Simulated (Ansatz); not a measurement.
**CoO: how the energy converges with the cutoff**

CoO, P6_3mc, a = 3.198 Å, c = 5.229 Å. This isn't the usual stable structure of the compound. Ansatz: PBEsol, PAW, cutoff varied, Γ-centred 18×18×8 mesh on 4 atoms, Gaussian smearing 0.10 eV; collinear spin, largest moment 2.1 μB, opposite moments cancel in the cell. Single points at one geometry, the cutoff alone changed; ΔE is the energy at zero smearing over the run at 850 eV. The run at 150 eV ended in another magnetic state and is left out. The runs up to 380 eV lie under the cutoff recommended for these PAW datasets.

| cutoff (eV) | ΔE (meV/atom) |
| --- | --- |
| 200 | 13532.04 |
| 250 | 2799.16 |
| 300 | 532.49 |
| 350 | 77.56 |
| 380 | 23.70 |
| 420 | 6.09 |
| 460 | 2.47 |
| 520 | 1.32 |
| 600 | 0.77 |
| 700 | ? |

Assume ΔE falls exponentially with the cutoff, fit y = ln ΔE against x, the cutoff in eV, to the other rows, and predict the missing value.

y = 9.513, 7.937, 6.278, 4.351, 3.165, 1.807, 0.904, 0.278, -0.261. Means x = 386.7, y = 3.7747; Σ(Δx)² = 132200, ΣΔxΔy = -3477; the slope is their ratio. y = 13.95 − 0.02630 x, a factor of ten per 88 eV. At 700 eV this gives ΔE = 0.01 meV/atom. The run gave 0.31, a ratio of 0.03. Between neighbouring rows the decay runs from a factor of ten per 58 eV to one per 342 eV, so one exponential is only a rough guide.